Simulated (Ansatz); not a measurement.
Ge:

```xyz
4
Lattice="3.9976 0.0000 0.0000 -1.9988 3.4620 0.0000 0.0000 0.0000 6.5994" Properties=species:S:1:pos:R:3 pbc="T T T"
Ge    0.0000    2.3080    6.1843
Ge    1.9988    1.1540    2.8846
Ge    0.0000    2.3080    3.7148
Ge    1.9988    1.1540    0.4151
```

This isn't the form of Ge at room conditions, which is diamond.

Base run:

* Program: Ansatz 0.2.0
* Functional: LDA
* Potentials or basis: Ansatz PAW
* Cutoff: 420 eV
* Density cutoff: 1680 eV
* k mesh: 8 × 8 × 4
* Occupations: fermi-dirac, width 0.05 eV
* Spin: no spin polarisation

Its results: pressure -1.9 GPa; largest force 0.003 eV/Å.

The run is repeated on the same cell with these changes: functional from LDA to PBEsol. What comes out?

Pressure 0.0 GPa; largest force 0.005 eV/Å.

PBEsol binds less tightly than LDA, so the same cell stands under more pressure.

Caveats: the PAW data sets come from PBE, with cores solved anew for the run's functional, which leaves a small shift of forces and pressure.

Not every run made on this cell is shown here.
